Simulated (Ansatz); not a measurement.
# Equation of state of ScAl3 under PBEsol

```
Sc Al
1.0
     4.08781    0.00000    0.00000
     0.00000    4.08781    0.00000
     0.00000    0.00000    4.08781
Sc Al
1 3
Direct
  0.00000 0.00000 0.00000
  0.50000 0.50000 0.00000
  0.00000 0.50000 0.50000
  0.50000 0.00000 0.50000
```

The cell is a database's computed one, not the measured one.

The cell was scaled at fixed shape and fractions and run with Ansatz, Ansatz PAW, cutoff 420 eV; PBEsol, k mesh 7 × 7 × 7 on the cell of 4 atoms, fermi-dirac occupations of 0.05 eV, no spin polarisation, no spin-orbit coupling. The potentials were made for PBE. Energies are those that the program minimises, any entropy of the smearing included. For a metal such a mesh isn't converged to the digits shown.

```tsv
V (Å³/atom)	energy over the lowest row (meV/atom)
16.0524	12.028
16.3939	3.718
16.7354	0.000
17.0770	0.439
17.4185	?
17.7601	12.207
18.1016	22.836
```

Question: Fit the third-order Birch-Murnaghan form, give V0, B0 and B′, and predict the energy left open.

Answer: With y = (V0/V)^(2/3), E = E0 + (9 V0 B0/16) [(y - 1)³ B′ + (y - 1)² (6 - 4y)]. Least squares through the rows shown give V0 = 16.8669 Å³/atom, E0 = -0.298 meV, B0 = 92.40 GPa (1 eV/Å³ = 160.218 GPa) and B′ = 4.05, with a largest miss of 0.004 meV. At V = 17.4185 the form with these constants gives 4.629 meV; the run gave 4.636 meV an atom. Other set-ups at this level, from all their volumes (Å³/atom, GPa): Ansatz, all-electron LAPW, scalar-relativistic: V0 16.862, B0 92.06. Measured volume: 17.27 Å³/atom at 300 K (pmc:8067998, doi:10.3390/ma14081837), so the fit lies -2.3 % from it. Measured modulus: 91.5 GPa at 298 K (pmc:8067998, doi:10.3390/ma14081837), so the fit lies +1.0 % from it. The runs are for a static lattice.
